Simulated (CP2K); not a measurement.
The system is Si2W.

```xyz
3
Lattice="4.5267 0.0000 0.0000 2.2450 3.9308 0.0000 -3.3859 -1.9654 2.2725" Properties=species:S:1:pos:R:3 pbc="T T T"
W     0.0000    0.0000    0.0000
Si    4.5052    2.6151    0.0000
Si    2.2665    1.3156    0.0000
```

Base run:

| Item | Value |
| --- | --- |
| Program | CP2K 2026.2 |
| Functional | BLYP |
| Potentials or basis | POTENTIAL_UZH W GTH-PBE-q14, Si GTH-PBE-q4; TZVP-MOLOPT-PBE-GTH basis |
| Density cutoff | 9184 eV |
| k mesh | 12 × 12 × 12 |
| Occupations | fermi-dirac, width 0.05 eV |
| Spin | no spin polarisation |

Its results: band gap on the k mesh none (metal or under the smearing width); pressure 10.2 GPa.

Problem. After a change of settings the same cell gave: band gap on the k mesh none (metal or under the smearing width); pressure -1.3 GPa. Which change was it?
A. functional from BLYP to HLE16
B. functional from BLYP to WC
C. functional from BLYP to LDA
D. functional from BLYP to PBE

Solution. C.

LDA binds more tightly than BLYP, so the same cell stands under less pressure.

Caveats: the potentials were made for another functional, which shifts forces and pressure; spin-orbit coupling is left out, which moves the levels of the heavy elements; the basis of atomic orbitals isn't converged, which shifts pressures, moduli and gaps.
